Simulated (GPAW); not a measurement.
# Core-hole calculation of the As K edge in BAs (F-43m), part 3 of 4

Aim: the dependence of the As K near-edge features of BAs (F-43m) on volume.

GPAW 26.7.0; X-ray absorption from dipole matrix elements to empty bands, plane-wave PAW PBE.

So far. Step 4 (Spectrum with FCH, As atom 1): The energy difference (zero at 11903 eV) isn't read as a photon energy: for so heavy an absorber the terms left out (the hole's spin, the functional's error) amount to tens of eV or more. Step 6 (Spectrum with FCH, As atom 1): Against the first run the r.m.s. difference is 17 %. A shift of +0.6 eV leaves 10 %. The highest intensity below 24 eV goes from 3.6 eV (1.70) to 3.8 eV (1.60).

## Step 7: Reference energy of the supercell

Level of this step: plane-wave PAW DFT, PBE, self-consistent field (GPAW).

The cell changes for the next run, so it gets a reference energy of its own.

The cell differs from the one that the last finished run ended in (a 5.731 → 5.792 Å, b 5.731 → 5.792 Å, c 5.731 → 5.792 Å).

scf.py

```python
import numpy as np
from ase import Atoms
from ase.parallel import parprint, paropen
from gpaw import GPAW, PW, FermiDirac, Mixer, MixerDif, setup_paths
from gpaw.test import gen
setup_paths.insert(0, '.')
gen('As', name='nch1s', xcname='PBE', corehole=(1, 0, 0), write_xml=True)
from gpaw.mpi import world
world.barrier()

atoms = Atoms('As6B6',
    cell=[[-2.36437209, -2.36437209, -4.72874418],
     [-2.36437209, -2.36437209, 4.72874418],
     [-2.36437209, 4.72874418, 2.36437209]],
    scaled_positions=[[0.875, 0.625, 0],
     [0.54166667, 0.625, 0.33333333],
     [0.375, 0.125, 0],
     [0.20833333, 0.625, 0.66666667],
     [0.04166667, 0.125, 0.33333333],
     [0.70833333, 0.125, 0.66666667],
     [0, 0, 0],
     [0.66666667, 0, 0.33333333],
     [0.5, 0.5, 0],
     [0.33333333, 0, 0.66666667],
     [0.16666667, 0.5, 0.33333333],
     [0.83333333, 0.5, 0.66666667]],
    pbc=True)
atoms.calc = calc = GPAW(legacy_gpaw=True, mode=PW(430, force_complex_dtype=True), xc='PBE', setups={0: 'nch1s'},
    kpts={'size': (4, 3, 4), 'gamma': True}, occupations=FermiDirac(0.02),
    charge=0, mixer=Mixer(0.1, 5, 50), maxiter=150,
    convergence={'density': 0.0001, 'eigenstates': 1e-6}, txt='scf.txt')
energy = atoms.get_potential_energy() + calc.get_reference_energy()
ef = calc.get_fermi_level()
out = dict(energy=energy, fermi=ef, forces=atoms.get_forces().tolist())
parprint(f'all-electron energy {energy:.4f} eV, Fermi level {ef:.4f} eV')
ev = np.array([[calc.get_eigenvalues(k, s) for k in range(len(calc.get_ibz_k_points()))] for s in range(calc.get_number_of_spins())])
out['homo'], out['lumo'], out['counts'] = ev[ev < ef].max(), ev[ev > ef].min(), sorted(set((ev < ef).sum((0, 2)).tolist()))
out['filled'] = (ev[:, 0] < ef).sum(1).tolist()
import json
with paropen('out.json', 'w') as f:
    json.dump(out, f)
```

Run with:

```console
$ OMP_NUM_THREADS=1 mpirun -n 4 gpaw python scf.py
```

Numbers of over 12 decimals in the logs are rounded to 6 here.

Output:

```text
Input parameters:
  convergence: {density: 0.0001,
                eigenstates: 1e-06}
  kpts: {gamma: True,
         size: (4, 3, 4)}
  maxiter: 150
  mixer: {backend: pulay,
          beta: 0.1,
          method: separate,
          nmaxold: 5,
          weight: 50}
  mode: {ecut: 430.0,
         force_complex_dtype: True,
         name: pw}
  occupations: {fixmagmom: False,
                name: fermi-dirac,
[...]
4s(2) :    -0.532368     1.194216
*s    :     0.467632
4p(3) :    -0.190938     1.022597
*p    :     0.809062
*d    :     0.000000
--------------------------------

Diagonalizing with gridspacing h=0.050

state   all-electron     PAW
-------------------------------
4s:      -0.532368    -0.532674
4p:      -0.190938    -0.191179
*d:                    0.035724
*f:                    0.070513
-------------------------------
all-electron energy -373102.9199 eV, Fermi level 8.9189 eV
[key lines of the parts left out:]
Converged after 14 iterations.
Dipole moment: (6.970934, 6.970934, -10.370387) |e|*Ang
Free energy:    -68.140079
Fermi level: 8.91887
```

It took 15 s on 4 MPI ranks of Arm Neoverse V2, shared host; peak memory 0.23 GiB.

Reference energy: -373102.920 eV with the cores included.

## Step 8: Spectrum with FCH, As atom 1

Shorter bonds are expected to push antibonding states and scattering resonances up, and longer ones down; the cell is scaled to test that.

Changed against the first core-hole run: volume scale from 1 to 0.97.

xas.py

```python
import numpy as np
from ase import Atoms
from ase.parallel import parprint, paropen
from gpaw import GPAW, PW, FermiDirac, Mixer, MixerDif, setup_paths
from gpaw.test import gen
setup_paths.insert(0, '.')
gen('As', name='fch1s', xcname='PBE', corehole=(1, 0, 1), write_xml=True)
from gpaw.mpi import world
world.barrier()

atoms = Atoms('As6B6',
    cell=[[-2.36437209, -2.36437209, -4.72874418],
     [-2.36437209, -2.36437209, 4.72874418],
     [-2.36437209, 4.72874418, 2.36437209]],
    scaled_positions=[[0.875, 0.625, 0],
     [0.54166667, 0.625, 0.33333333],
     [0.375, 0.125, 0],
     [0.20833333, 0.625, 0.66666667],
     [0.04166667, 0.125, 0.33333333],
     [0.70833333, 0.125, 0.66666667],
     [0, 0, 0],
     [0.66666667, 0, 0.33333333],
     [0.5, 0.5, 0],
     [0.33333333, 0, 0.66666667],
     [0.16666667, 0.5, 0.33333333],
     [0.83333333, 0.5, 0.66666667]],
    pbc=True)
atoms.calc = calc = GPAW(legacy_gpaw=True, mode=PW(430, force_complex_dtype=True), xc='PBE', setups={0: 'fch1s'},
    kpts={'size': (4, 3, 4), 'gamma': True}, occupations=FermiDirac(0.02),
    charge=0, mixer=Mixer(0.1, 5, 50), maxiter=150,
    convergence={'density': 0.0001, 'eigenstates': 1e-6}, txt='scf.txt')
energy = atoms.get_potential_energy() + calc.get_reference_energy()
ef = calc.get_fermi_level()
out = dict(energy=energy, fermi=ef, forces=atoms.get_forces().tolist())
parprint(f'all-electron energy {energy:.4f} eV, Fermi level {ef:.4f} eV')
ev = np.array([[calc.get_eigenvalues(k, s) for k in range(len(calc.get_ibz_k_points()))] for s in range(calc.get_number_of_spins())])
out['homo'], out['lumo'], out['counts'] = ev[ev < ef].max(), ev[ev > ef].min(), sorted(set((ev < ef).sum((0, 2)).tolist()))
out['filled'] = (ev[:, 0] < ef).sum(1).tolist()

from ase.units import Ha
from gpaw.xas import dipole_matrix_elements
nb = int(calc.get_number_of_electrons() / 2) + 97
top, nb = nb, nb + 8 + nb // 12
nscf = calc.fixed_density(kpts={'size': (5, 5, 5), 'gamma': True}, nbands=nb,
    convergence={'bands': top, 'eigenstates': 5e-3}, maxiter=60, txt='nscf.txt')
cell = atoms.cell.array
ops = [cell.T @ U.T @ np.linalg.inv(cell.T) for U in nscf.wfs.kd.symmetry.op_scc]
filled = [24]  # bands filled in the ground state, by spin
E = np.arange(-6, 34, 0.1)
fwhm = np.interp(E, [4, 25], [2.14, 3.5])
Y, X, zero, highest = 0, 0, 1e9, 1e9
for spin in range(nscf.get_number_of_spins()):
    wfs = nscf.wfs
    mine = wfs.bd.get_slice()  # this rank's bands
    A = dipole_matrix_elements(wfs.setups[0])
    eps = np.zeros((wfs.kd.nibzkpts, nb))
    d = np.zeros((3, A.shape[1], wfs.kd.nibzkpts, nb), complex)
    for kpt in wfs.kpt_u:
        if kpt.s == spin and 0 in kpt.P_ani:
            eps[kpt.k, mine] = kpt.eps_n * Ha
            d[:, :, kpt.k, mine] = (kpt.weight * wfs.nspins / 2) ** 0.5 * np.inner(A, kpt.P_ani[0])
    world.sum(eps)
    world.sum(d)
    T = np.einsum('amkn,bmkn->abkn', d, d.conj()).real
    T = sum(np.einsum('ai,ijkn,bj->abkn', R, T, R) for R in ops) / len(ops)
    empty = np.ones_like(eps, bool) & (np.arange(nb) >= filled[spin])
    zero, highest = min(zero, eps[empty].min()), min(highest, eps[:, top - 1].min())
    lines = [(eps, T, empty)] if spin == 0 else lines + [(eps, T, empty)]
for eps, T, empty in lines:
    f = np.einsum('aakn->akn', T).reshape(3, -1)
    x = eps.ravel() - zero
    w = np.interp(x, E, fwhm) / 2.35482
    g = np.exp(-0.5 * ((E[:, None] - x) / w) ** 2) / (w * (2 * np.pi) ** 0.5)
    Y = Y + (f * empty.ravel()) @ g.T
    X = X + (f * ~empty.ravel()) @ g.T
out.update(E=E.round(2).tolist(), xas=Y.tolist(), xes=X.tolist(), zero=zero, valid=highest - zero, nk=len(eps), nb=nb)
for i in range(0, len(E), 10):
    parprint(f'{E[i]:7.2f}', *(f'{v:10.3e}' for v in Y[:, i]))
import json
with paropen('out.json', 'w') as f:
    json.dump(out, f)
```

Run with:

```console
$ OMP_NUM_THREADS=1 mpirun -n 4 gpaw python xas.py
```

Output:

```text
Input parameters:
  convergence: {density: 0.0001,
                eigenstates: 1e-06}
  kpts: {gamma: True,
         size: (4, 3, 4)}
  maxiter: 150
  mixer: {backend: pulay,
          beta: 0.1,
          method: separate,
          nmaxold: 5,
          weight: 50}
  mode: {ecut: 430.0,
         force_complex_dtype: True,
         name: pw}
  occupations: {fixmagmom: False,
                name: fermi-dirac,
[...]
*p    :     0.432165
*d    :     0.000000
--------------------------------

Diagonalizing with gridspacing h=0.050

state   all-electron     PAW
-------------------------------
4s:      -0.971867    -0.972276
4p:      -0.567835    -0.568225
*d:                   -0.128592
*f:                   -0.019690
-------------------------------
all-electron energy -361209.0144 eV, Fermi level 8.8010 eV
[...]
32.00  7.670e-08  7.670e-08  7.731e-08
  33.00  7.414e-08  7.414e-08  7.516e-08
[key lines of the parts left out:]
Converged after 16 iterations.
Dipole moment: (6.649670, 6.649670, -10.720306) |e|*Ang
Free energy:    -85.839635
Fermi level: 8.80103
```

Run time: 71 s. Hardware: 4 MPI ranks; peak memory 0.36 GiB.

| E (eV) | first run | this run |
| --- | --- | --- |
| -2.0 | 0.00 | 0.00 |
| -1.0 | 0.04 | 0.04 |
| 0.0 | 0.24 | 0.21 |
| 1.0 | 0.70 | 0.64 |
| 2.0 | 1.23 | 1.14 |
| 3.0 | 1.63 | 1.54 |
| 4.0 | 1.66 | 1.63 |
| 5.0 | 1.38 | 1.38 |
| 6.0 | 1.17 | 1.16 |
| 7.0 | 1.08 | 1.07 |
| 8.0 | 0.94 | 0.97 |
| 9.0 | 0.77 | 0.81 |
| 10.0 | 0.69 | 0.71 |
| 11.0 | 0.72 | 0.70 |
| 12.0 | 0.86 | 0.78 |
| 13.0 | 1.17 | 1.01 |
| 14.0 | 1.49 | 1.37 |
| 15.0 | 1.46 | 1.55 |
| 16.0 | 1.05 | 1.28 |
| 17.0 | 0.64 | 0.82 |
| 18.0 | 0.46 | 0.53 |
| 19.0 | 0.42 | 0.43 |
| 20.0 | 0.44 | 0.43 |
| 21.0 | 0.49 | 0.47 |
| 22.0 | 0.55 | 0.53 |
| 23.0 | 0.59 | 0.57 |
| 24.0 | 0.60 | 0.60 |
| 25.0 | 0.60 | 0.60 |
| 26.0 | 0.60 | 0.60 |
| 27.0 | 0.60 | 0.60 |
| 28.0 | 0.59 | 0.59 |

Against the first run the r.m.s. difference is 8 %. The highest intensity below 24 eV goes from 3.6 eV (1.70) to 3.8 eV (1.65).

The photon energy of the zero moves by +0.00 eV.

## Step 9: Reference energy of the supercell

The cell changes for the next run, so it gets a reference energy of its own.

The cell differs from the one that the last finished run ended in (a 5.792 → 5.909 Å, b 5.792 → 5.909 Å, c 5.792 → 5.909 Å).

Changes to scf.py since step 7:

```diff
@@ -11,5 +11,5 @@
 atoms = Atoms('As6B6',
-    cell=[[-2.36437209, -2.36437209, -4.72874418],
-     [-2.36437209, -2.36437209, 4.72874418],
-     [-2.36437209, 4.72874418, 2.36437209]],
+    cell=[[-2.41215005, -2.41215005, -4.82430011],
+     [-2.41215005, -2.41215005, 4.82430011],
+     [-2.41215005, 4.82430011, 2.41215005]],
     scaled_positions=[[0.875, 0.625, 0],
```

Run with:

```console
$ OMP_NUM_THREADS=1 mpirun -n 4 gpaw python scf.py
```

Output:

```text
Input parameters:
  convergence: {density: 0.0001,
                eigenstates: 1e-06}
  kpts: {gamma: True,
         size: (4, 3, 4)}
  maxiter: 150
  mixer: {backend: pulay,
          beta: 0.1,
          method: separate,
          nmaxold: 5,
          weight: 50}
  mode: {ecut: 430.0,
         force_complex_dtype: True,
         name: pw}
  occupations: {fixmagmom: False,
                name: fermi-dirac,
[...]
4s(2) :    -0.532368     1.194216
*s    :     0.467632
4p(3) :    -0.190938     1.022597
*p    :     0.809062
*d    :     0.000000
--------------------------------

Diagonalizing with gridspacing h=0.050

state   all-electron     PAW
-------------------------------
4s:      -0.532368    -0.532674
4p:      -0.190938    -0.191179
*d:                    0.035724
*f:                    0.070513
-------------------------------
all-electron energy -373103.1322 eV, Fermi level 8.1470 eV
[key lines of the parts left out:]
Converged after 16 iterations.
Dipole moment: (7.000392, 7.000387, -10.098962) |e|*Ang
Free energy:    -68.352420
Fermi level: 8.14700
```

Run time: 22 s. Hardware: 4 MPI ranks; peak memory 0.24 GiB; 89 s of CPU time.

Reference energy: -373103.132 eV with the cores included.

## Step 10: Spectrum with FCH, As atom 1

Shorter bonds are expected to push antibonding states and scattering resonances up, and longer ones down; the cell is scaled to test that.

Changed against the first core-hole run: volume scale from 1 to 1.03.

Changes to xas.py since step 8:

```diff
@@ -11,5 +11,5 @@
 atoms = Atoms('As6B6',
-    cell=[[-2.36437209, -2.36437209, -4.72874418],
-     [-2.36437209, -2.36437209, 4.72874418],
-     [-2.36437209, 4.72874418, 2.36437209]],
+    cell=[[-2.41215005, -2.41215005, -4.82430011],
+     [-2.41215005, -2.41215005, 4.82430011],
+     [-2.41215005, 4.82430011, 2.41215005]],
     scaled_positions=[[0.875, 0.625, 0],
@@ -41,3 +41,3 @@
 from gpaw.xas import dipole_matrix_elements
-nb = int(calc.get_number_of_electrons() / 2) + 97
+nb = int(calc.get_number_of_electrons() / 2) + 103
 top, nb = nb, nb + 8 + nb // 12
```

Run with:

```console
$ OMP_NUM_THREADS=1 mpirun -n 4 gpaw python xas.py
```

Output:

```text
Input parameters:
  convergence: {density: 0.0001,
                eigenstates: 1e-06}
  kpts: {gamma: True,
         size: (4, 3, 4)}
  maxiter: 150
  mixer: {backend: pulay,
          beta: 0.1,
          method: separate,
          nmaxold: 5,
          weight: 50}
  mode: {ecut: 430.0,
         force_complex_dtype: True,
         name: pw}
  occupations: {fixmagmom: False,
                name: fermi-dirac,
[...]
*p    :     0.432165
*d    :     0.000000
--------------------------------

Diagonalizing with gridspacing h=0.050

state   all-electron     PAW
-------------------------------
4s:      -0.971867    -0.972276
4p:      -0.567835    -0.568225
*d:                   -0.128592
*f:                   -0.019690
-------------------------------
all-electron energy -361208.5103 eV, Fermi level 8.0240 eV
[...]
32.00  7.678e-08  7.664e-08  7.685e-08
  33.00  7.511e-08  7.487e-08  7.498e-08
[key lines of the parts left out:]
Converged after 16 iterations.
Dipole moment: (6.683002, 6.682999, -10.431249) |e|*Ang
Free energy:    -85.335528
Fermi level: 8.02404
```

Elapsed: 2.1 min, on 4 MPI ranks; peak memory 0.47 GiB; 8.4 min of CPU time.

| E (eV) | first run | this run |
| --- | --- | --- |
| -2.0 | 0.00 | 0.00 |
| -1.0 | 0.04 | 0.04 |
| 0.0 | 0.24 | 0.26 |
| 1.0 | 0.70 | 0.76 |
| 2.0 | 1.23 | 1.32 |
| 3.0 | 1.63 | 1.71 |
| 4.0 | 1.66 | 1.69 |
| 5.0 | 1.38 | 1.38 |
| 6.0 | 1.17 | 1.17 |
| 7.0 | 1.08 | 1.08 |
| 8.0 | 0.94 | 0.90 |
| 9.0 | 0.77 | 0.73 |
| 10.0 | 0.69 | 0.69 |
| 11.0 | 0.72 | 0.76 |
| 12.0 | 0.86 | 0.97 |
| 13.0 | 1.17 | 1.32 |
| 14.0 | 1.49 | 1.52 |
| 15.0 | 1.46 | 1.30 |
| 16.0 | 1.05 | 0.83 |
| 17.0 | 0.64 | 0.53 |
| 18.0 | 0.46 | 0.43 |
| 19.0 | 0.42 | 0.41 |
| 20.0 | 0.44 | 0.45 |
| 21.0 | 0.49 | 0.52 |
| 22.0 | 0.55 | 0.57 |
| 23.0 | 0.59 | 0.60 |
| 24.0 | 0.60 | 0.61 |
| 25.0 | 0.60 | 0.61 |
| 26.0 | 0.60 | 0.61 |
| 27.0 | 0.60 | 0.60 |
| 28.0 | 0.59 | 0.59 |

The scaled spectrum changes by 8 % r.m.s. The highest intensity below 24 eV goes from 3.6 eV (1.70) to 3.4 eV (1.76).

The photon energy of the zero moves by -0.00 eV.

## Step 11: Supercell without a hole, the energy reference

The cell changes for the next run, so it gets a reference energy of its own.

The cell differs from the one that the last finished run ended in (a 5.909 → 5.965 Å, b 5.909 → 5.965 Å, c 5.909 → 5.965 Å).

Changes to scf.py since step 9:

```diff
@@ -11,5 +11,5 @@
 atoms = Atoms('As6B6',
-    cell=[[-2.41215005, -2.41215005, -4.82430011],
-     [-2.41215005, -2.41215005, 4.82430011],
-     [-2.41215005, 4.82430011, 2.41215005]],
+    cell=[[-2.43534523, -2.43534523, -4.87069045],
+     [-2.43534523, -2.43534523, 4.87069045],
+     [-2.43534523, 4.87069045, 2.43534523]],
     scaled_positions=[[0.875, 0.625, 0],
```

Run with:

```console
$ OMP_NUM_THREADS=1 mpirun -n 4 gpaw python scf.py
```

Output:

```text
Input parameters:
  convergence: {density: 0.0001,
                eigenstates: 1e-06}
  kpts: {gamma: True,
         size: (4, 3, 4)}
  maxiter: 150
  mixer: {backend: pulay,
          beta: 0.1,
          method: separate,
          nmaxold: 5,
          weight: 50}
  mode: {ecut: 430.0,
         force_complex_dtype: True,
         name: pw}
  occupations: {fixmagmom: False,
                name: fermi-dirac,
[...]
4s(2) :    -0.532368     1.194216
*s    :     0.467632
4p(3) :    -0.190938     1.022597
*p    :     0.809062
*d    :     0.000000
--------------------------------

Diagonalizing with gridspacing h=0.050

state   all-electron     PAW
-------------------------------
4s:      -0.532368    -0.532674
4p:      -0.190938    -0.191179
*d:                    0.035724
*f:                    0.070513
-------------------------------
all-electron energy -373103.0560 eV, Fermi level 7.7740 eV
[key lines of the parts left out:]
Converged after 19 iterations.
Dipole moment: (7.014003, 7.013999, -9.961546) |e|*Ang
Free energy:    -68.276143
Fermi level: 7.77396
```

Elapsed: 26 s, on 4 MPI ranks; peak memory 0.24 GiB.

Reference energy: -373103.056 eV with the cores included.

(Part 3 of 4 ends here.)

[Banner, clock and machine lines of the logs are left out without a mark of their own.]

[Logs are printed without paths, hosts, clocks, repeated set-up lines and the standing remarks that a program may print on its own settings, such as how far it seeks lower states.]

[Hosts, paths, dates, database ids (printed as entryN), source tags and the programs' standing remarks are cut or masked in the printed files.]

[Lists of maxima count a maximum above −3 eV only where it reaches 4 % of the highest in the window and stands out from its surroundings by 2 % of it (1.5 % where it reaches 55 %); shoulders and weaker maxima are passed over, and of the rest the first, up to two pre-edge ones and the few strongest are named.]
